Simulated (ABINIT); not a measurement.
# V (Im-3m) in ABINIT: notebook

One crystal, V, is run at these levels: PBE; tasks: single point.

Program: ABINIT 10.8.3 (patched build). These are calculated values, not measurements. Logs are shortened: lines on timing, memory, paths and dates and some standing lists are left out, and cuts for length are marked. The log counts tension as positive stress, the text compression.

## (1) The structure

It takes space group Im-3m (No. 229, cubic). The conventional cell has a = 3.029 Å, b = 3.029 Å, c = 3.029 Å, α = 90.00°, β = 90.00°, γ = 90.00°. Around V (site symmetry m-3m) lie 8 V at 2.62 Å.

## (2) Single point, PBE, collinear spin, random start

File run.abi:

```
pp_dirpath "./"
pseudos "V.GGA_PBE-JTH.xml"

acell 3*1.0
rprim
    -2.8617067568     2.8617067568     2.8617067568
     2.8617067568    -2.8617067568     2.8617067568
     2.8617067568     2.8617067568    -2.8617067568
ntypat 1
znucl 23
natom 1
typat 1
xred
     0.0000000000     0.0000000000     0.0000000000

ecut 15.0
pawecutdg 30.0
pawxcdev 0

kptopt 1
ngkpt 12 12 12
nshiftk 1
shiftk 0.0 0.0 0.0

ixc 11

nband 11
occopt 3
tsmear 0.05 eV

nsppol 2
spinat
     0.0000000000     0.0000000000    -0.7600000000

nstep 100
tolvrs 1.0e-9

iomode 3
prtwf 0
prteig 0
prtebands 0
prtden 1
prtvha 1
prtvclmb 1
prtpot 1
```

Potentials or basis: JTH PAW PBE v2.0.

The run is started by

```sh
$ abinit run.abi > log 2>&1
```

run.abo:

```text
.Version 10.8.3 of ABINIT
 Symmetries : space group Im -3 m (#229); Bravais cI (body-center cubic)
================================================================================
 Values of the parameters that define the memory need of the present run
     intxc =       0    ionmov =       0      iscf =      17    lmnmax =      18
     lnmax =       6     mgfft =      18  mpssoang =       3    mqgrid =    3001
     natom =       1  nloc_mem =       2    nspden =       2   nspinor =       1
    nsppol =       2      nsym =      48    n1xccc =       1    ntypat =       1
    occopt =       3   xclevel =       2
       mpw =         276          nfft =        5832          nkpt =          72
 PAW method is used; the additional fine FFT grid is defined by:
   mgfftf=        27    nfftf =     19683
================================================================================
================================================================================

--------------------------------------------------------------------------------
------------- Echo of variables that govern the present computation ------------
--------------------------------------------------------------------------------
 -outvars: echo values of preprocessed input variables --------
            acell      1.0000000000E+00  1.0000000000E+00  1.0000000000E+00 Bohr
              amu      5.09415000E+01
             ecut      1.50000000E+01 Hartree
                       outvar_i_n : Printing only first  50 k-points.
              ixc          11
                       outvar_i_n : Printing only first  50 k-points.
         kptrlatt       12    0    0      0   12    0      0    0   12
          kptrlen      5.94794580E+01
            natom           1
            nband          11
            ngfft          18      18      18
          ngfftdg          27      27      27
             nkpt          72
           nspden           2
           nsppol           2
            nstep         100
             nsym          48
           ntypat           1
                       prtocc : prtvol=0, do not print more k-points.
                       1.000000  1.000000  1.000000  1.000000  1.000000  1.000000
                       1.000000  0.000000  0.000000  0.000000  0.000000
                       1.000000  1.000000  1.000000  1.000000  1.000000  1.000000
                       1.000000  0.000000  0.000000  0.000000  0.000000
                       1.000000  1.000000  1.000000  1.000000  1.000000  1.000000
                       1.000000  0.000000  0.000000  0.000000  0.000000
                       1.000000  1.000000  1.000000  1.000000  1.000000  1.000000
                       1.000000  0.000000  0.000000  0.000000  0.000000
                       1.000000  1.000000  1.000000  1.000000  1.000000  1.000000
                       1.000000  0.000000  0.000000  0.000000  0.000000
                       1.000000  1.000000  1.000000  1.000000  1.000000  1.000000
                       1.000000  0.000000  0.000000  0.000000  0.000000
                       1.000000  1.000000  1.000000  1.000000  1.000000  1.000000
                       1.000000  0.000000  0.000000  0.000000  0.000000
                       1.000000  1.000000  1.000000  1.000000  1.000000  1.000000
                       1.000000  0.000000  0.000000  0.000000  0.000000
                       1.000000  1.000000  1.000000  1.000000  1.000000  1.000000
[... 68 lines left out ...]
                       0.000000  0.000000  0.000000  0.000000  0.000000
[... 167 lines left out ...]
 cartesian forces (eV/Angstrom) at end:
    1     -0.00000000000000    -0.00000000000000    -0.00000000000000
 frms,max,avg= 0.0000000E+00 0.0000000E+00   0.000E+00  0.000E+00  0.000E+00 e/A
 length scales=  1.000000000000  1.000000000000  1.000000000000 bohr
              =  0.529177210544  0.529177210544  0.529177210544 angstroms
 Fermi (or HOMO) energy (hartree) =   0.36250   Average Vxc (hartree)=  -0.44524
 Magnetization (Bohr magneton)=  1.47908524E-05
 Total spin up =  6.49999260E+00   Total spin down =  6.50000740E+00
 Eigenvalues (hartree) for nkpt=  72  k points, SPIN UP:
 kpt#   1, nband= 11, wtk=  0.00058, kpt=  0.0000  0.0000  0.0000 (reduced coord)
  -1.98025   -1.00060   -1.00060   -1.00060    0.12266    0.37769    0.37769    0.37769
   0.44868    0.44868    1.10929
      occupation numbers for kpt#   1
   1.00000    1.00000    1.00000    1.00000    1.00000    0.00026    0.00026    0.00026
   0.00000    0.00000    0.00000
 prteigrs : prtvol=0 or 1, do not print more k-points.

 Eigenvalues (hartree) for nkpt=  72  k points, SPIN DOWN:
 kpt#   1, nband= 11, wtk=  0.00058, kpt=  0.0000  0.0000  0.0000 (reduced coord)
  -1.98025   -1.00060   -1.00060   -1.00060    0.12266    0.37769    0.37769    0.37769
   0.44868    0.44868    1.10929
      occupation numbers for kpt#   1
   1.00000    1.00000    1.00000    1.00000    1.00000    0.00026    0.00026    0.00026
   0.00000    0.00000    0.00000
 prteigrs : prtvol=0 or 1, do not print more k-points.

--- !EnergyTerms
iteration_state     : {dtset: 1, }
comment             : Components of total free energy in Hartree
kinetic             :  9.86922694455748E+00
hartree             :  1.39699536885946E+01
xc                  : -3.82120733268905E+00
Ewald energy        : -5.37293392750311E+01
psp_core            :  3.08417191919270E+00
local_psp           : -4.40349774455528E+01
PAW spherical_terms :  2.58992589370656E+00
internal            : -7.20722456072216E+01
'-kT*entropy'       : -6.60441999742318E-04
total_energy        : -7.20729060492213E+01
total_energy_eV     : -1.96120368437566E+03
...

--- !EnergyTermsDC
iteration_state     : {dtset: 1, }
comment             : '"Double-counting" decomposition of free energy'
band_energy         : -8.50170515693997E+00
Ewald energy        : -5.37293392750311E+01
psp_core            :  3.08417191919270E+00
xc_dc               : -1.29932577249678E+01
PAW spherical_terms :  6.78811035127600E-02
internal            : -7.20722491342334E+01
'-kT*entropy'       : -6.60441999742318E-04
total_energy_dc     : -7.20729095762331E+01
total_energy_dc_eV  : -1.96120378035054E+03
...

--- !EnergyTermsWithPAWCore
iteration_state     : {dtset: 1, }
comment             : 'Components of total free energy, including PAW core contributions'
Total energy        : -9.49312625963330E+02
Total energy DC     : -9.49312629490342E+02
Total energy (eV)   : -2.58321125332747E+04
Total energy DC (eV): -2.58321126292496E+04
...

 Cartesian components of stress tensor (hartree/bohr^3)
  sigma(1 1)=  1.65297157E-04  sigma(3 2)=  0.00000000E+00
  sigma(2 2)=  1.65297157E-04  sigma(3 1)=  0.00000000E+00
  sigma(3 3)=  1.65297157E-04  sigma(2 1)=  0.00000000E+00

-Cartesian components of stress tensor (GPa)         [Pressure= -4.8632E+00 GPa]
- sigma(1 1)=  4.86321025E+00  sigma(3 2)=  0.00000000E+00
- sigma(2 2)=  4.86321025E+00  sigma(3 1)=  0.00000000E+00
- sigma(3 3)=  4.86321025E+00  sigma(2 1)=  0.00000000E+00

== END DATASET(S) ==============================================================
================================================================================

 -outvars: echo values of variables after computation  --------
            acell      1.0000000000E+00  1.0000000000E+00  1.0000000000E+00 Bohr
           etotal     -7.2072909576E+01
            fcart     -0.0000000000E+00 -0.0000000000E+00 -0.0000000000E+00
            rprim     -2.8617067568E+00  2.8617067568E+00  2.8617067568E+00
                       2.8617067568E+00 -2.8617067568E+00  2.8617067568E+00
                       2.8617067568E+00  2.8617067568E+00 -2.8617067568E+00
           strten      1.6529715678E-04  1.6529715678E-04  1.6529715678E-04
                       0.0000000000E+00  0.0000000000E+00  0.0000000000E+00
 Calculation completed.
```

Run time: 15 s. Hardware: 1 thread of Arm Neoverse V1, shared host; peak memory 0.11 GiB.

What came out:

```yaml
Free_energy: -1961.2038 eV
Pressure: -4.9 GPa
Band_gap_on_the_k_mesh: none (metal or under the smearing width)
Net_moment: 0.00 μB per cell
Valence_electrons_inside_the_program's_atomic_spheres: V 11.21 (radii [1.1698] Å)
```

## (3) Single point, PBE, non-collinear spin, random start

Changes to run.abi since step 2:

```diff
@@ -19,4 +19,4 @@
 
-kptopt 1
-ngkpt 12 12 12
+kptopt 3
+ngkpt 7 7 7
 nshiftk 1
@@ -26,3 +26,3 @@
 
-nband 11
+nband 22
 occopt 3
@@ -30,7 +30,11 @@
 
-nsppol 2
+nsppol 1
+nspinor 2
+nspden 4
 spinat
-     0.0000000000     0.0000000000    -0.7600000000
+     0.4550000000     0.2080000000    -0.3490000000
+nsym 1
+pawspnorb 0
 
-nstep 100
+nstep 80
 tolvrs 1.0e-9
```

Potentials or basis: JTH PAW PBE v2.0.

The run is started by

```sh
$ abinit run.abi > log 2>&1
```

It took 3.6 min on 1 thread of Arm Neoverse V1, shared host; peak memory 0.23 GiB.

It converged, with:

| Quantity | Value |
| --- | --- |
| Free energy | -1961.2150 eV |
| Pressure | -4.6 GPa |
| Band gap on the k mesh | none (metal or under the smearing width) |
| Net moment | 0.00 μB per cell |
| Valence electrons inside the program's atomic spheres | V 11.21 (radii [1.1698] Å) |

Levels at points of the mesh, in eV from the Fermi level:
```csv
k point,band 10,band 11,band 12,band 13,band 14,band 15,band 16,band 17,band 18,band 19
"(0.00, 0.00, 0.00)",-6.44,0.48,0.48,0.48,0.48,0.48,0.48,2.40,2.40,2.40
```

Moments on the atoms (μB; x, y, z):
```
V   0.00 0.00 0.00
```

Caveat: the k mesh is coarse (spacing up to 0.42 Å⁻¹), so the values aren't converged.
